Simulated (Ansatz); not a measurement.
# Sn: further runs on the relaxed cell

An exercise on one series of results from a longer session: the logs are not shown, and one member is left open.

Computed with Ansatz 0.2.0 (DFT PBEsol, scalar-relativistic, plane waves, PAW, unless a step's input says otherwise).

## The starting structure

It takes space group I4/mmm (No. 139, tetragonal). The conventional cell has a = 3.235 Å, b = 3.235 Å, c = 5.068 Å, α = 90.00°, β = 90.00°, γ = 90.00°. Sn (site symmetry 4/mmm) has 12 Sn at 3.23 to 3.41 Å as nearest neighbours.

Coordinates:

```cif
data_structure
_symmetry_space_group_name_H-M 'P 1'
_symmetry_Int_Tables_number 1
_cell_length_a 3.4135
_cell_length_b 3.4135
_cell_length_c 3.4135
_cell_angle_alpha 123.437
_cell_angle_beta 123.437
_cell_angle_gamma 84.143
_cell_volume 26.51
loop_
_atom_site_label
_atom_site_type_symbol
_atom_site_fract_x
_atom_site_fract_y
_atom_site_fract_z
_atom_site_occupancy
Sn1 Sn 0.00000 0.00000 0.00000 1
```

It is the result of an earlier relaxation at this level (volume 26.51 Å³/atom; gap on the mesh: none (metal)).

Set-up of the first run:

File input.yaml:

```yaml
crystal:
  lattice:
    - [-1.6173266328, 1.6173266328, 2.5338794533]
    - [1.6173266328, -1.6173266328, 2.5338794533]
    - [1.6173266328, 1.6173266328, -2.5338794533]
  atoms:
    - { symbol: Sn, position: [0.0, 0.0, 0.0] }
basis:
  ecutwfc: 420
kpoints:
  mp_grid: { grid: [18, 18, 18] }
  band_path:
    path:
      - [[0.0, 0.0, 0.0], [0.0, 0.0, 0.5], [0.25, 0.25, 0.25], [0.0, 0.5, 0.0], [0.0, 0.0, 0.0], [0.5, 0.5, -0.5], [0.3518506, 0.6481494, -0.3518506]]
      - [[-0.3518506, 0.3518506, 0.3518506], [0.0, 0.0, 0.0]]
      - [[0.0, 0.0, 0.5], [-0.2037012, 0.2037012, 0.5]]
      - [[0.5, 0.5, -0.2037012], [0.5, 0.5, -0.5]]
    npoints: 14
hamiltonian:
  xc: pbesol
scf:
  occupations: { method: gaussian, width: 0.1 }
  n_extra_bands: 6
output:
  forces: true
  stress: true
  eigenvalues: true
  populations: true
  dos: { projected: true, de: 0.02, nscf_kmesh: { grid: [27, 27, 27] } }
  bader: true
  write_density: true
  write_potential: true
  elf: true
  volumetric_format: npy
```

On the command line:

```bash
> ansatz run input.yaml --threads 1 --pin off --max-ram 2560MiB --backend cpu --events-out ev --progress --plain --runs-dir out
```

Steps of the session up to this table: Bands, states and charges; The cell as listed, for comparison; Point at V/V0 = 0.97; Point at V/V0 = 1.03; Point at V/V0 = 0.94; The cell scaled to 1.06 of its volume; The cell scaled to 0.91 of its volume; The cell scaled to 1.10 of its volume; The cell scaled to 0.88 of its volume.

One of the session's tables, all rows but one given; the rest of the session is left out.

It belongs to the step «Energy against volume». 

| volume (Å³/atom) | energy above the lowest point (meV/atom) | pressure (GPa) |
| --- | --- | --- |
| 23.331 | 81.2 | 9.40 |
| 24.126 | 44.4 | 6.52 |
| 24.921 | 18.6 | 3.96 |
| 25.717 | 4.4 | 1.82 |
| 26.512 | 0.0 | 0.00 |
| 27.307 | ? | ? |
| 28.103 | 14.8 | -2.82 |
| 29.163 | 38.2 | -4.21 |

Estimate the missing values for volume (Å³/atom) = 27.307.

Worked estimate for «energy above the lowest point (meV/atom)». A straight line through the neighbours (26.512, 0.0) and (28.103, 14.8) gives 0.0 + (14.8 − 0.0) × (27.307 − 26.512) / (28.103 − 26.512) = 7.4; a parabola fitted to 4 rows on both sides gives 4.0.

As computed: energy above the lowest point (meV/atom): 3.9; pressure (GPa): -1.53. In «energy above the lowest point (meV/atom)» the line misses by +3.5 and the parabola by +0.1.
